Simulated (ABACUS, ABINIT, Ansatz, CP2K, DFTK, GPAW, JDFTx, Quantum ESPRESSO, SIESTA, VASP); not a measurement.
## Ru: programs and potentials compared

```xyz
2
Lattice="2.7058 0.0000 0.0000 -1.3529 2.3433 0.0000 0.0000 0.0000 4.2819" Properties=species:S:1:pos:R:3 pbc="T T T"
Ru    1.3529    0.7811    3.2114
Ru    0.0000    1.5622    1.0705
```

Alike in all runs: task single point; functional PBE; k mesh 11 × 11 × 6; occupations fermi-dirac, width 0.05 eV; no spin polarisation; no spin-orbit coupling. Pressure is positive in compression and, in plane waves, holds the error of the finite cutoff, which Ansatz's Pulay term estimates and takes out.

```csv
program and potentials,plane-wave cutoff (eV),notes,pressure (GPa)
"Quantum ESPRESSO, SSSP 1.3 efficiency PBE",816,16 valence electrons an atom on average,4.60
"SIESTA, files PseudoDojo sr-pbe-0.4.1-standard, DZP (energy shift 0.003 Ry; two zetas on semicore shells)",-,atomic basis; 16 valence electrons an atom on average,8.17
"JDFTx, PseudoDojo-SR-PBE-0.5-standard",1143,16 valence electrons an atom on average,5.14
"CP2K, POTENTIAL_UZH Ru GTH-PBE-q16; TZVP-MOLOPT-PBE-GTH basis",-,atomic basis; 16 valence electrons an atom on average,7.41
"Ansatz, all-electron LAPW, scalar-relativistic",-,-,4.52
"VASP, PBE PAW files Ru_pv, 520 eV",520,14 valence electrons an atom on average,4.50
"GPAW, GPAW PAW data sets (gpaw-data 1.2.1)",600,16 valence electrons an atom on average,3.66
"ABINIT, JTH PAW PBE v2.0",408,16 valence electrons an atom on average,4.24
"Ansatz, Ansatz PAW (earlier soft set)",420,16 valence electrons an atom on average; Pulay term of +0.24 GPa included,4.55
"ABACUS, PseudoDojo NC SR 0.4.1 PBE standard, plane waves",1143,16 valence electrons an atom on average,5.14
"DFTK, PseudoDojo SR PBE 0.4.1 standard (PBE)",1143,16 valence electrons an atom on average,5.00
```

The pressure spans 3.66 (GPAW, GPAW PAW data sets (gpaw-data 1.2.1)) to 8.17 GPa (SIESTA, files PseudoDojo sr-pbe-0.4.1-standard, DZP (energy shift 0.003 Ry; two zetas on semicore shells)), with all-electron results at 4.52. The pressure on the cell as given of SIESTA, files PseudoDojo sr-pbe-0.4.1-standard, DZP (energy shift 0.003 Ry; two zetas on semicore shells); CP2K, POTENTIAL_UZH Ru GTH-PBE-q16; TZVP-MOLOPT-PBE-GTH basis lies far from the others; the cause wasn't traced. Rows in atomic bases carry the error of their basis and grid, which can be large.

Differences between rows come from potentials, basis sets and numerical settings, since the functional is the same but for its coding. Runs on potential files found faulty are left out.
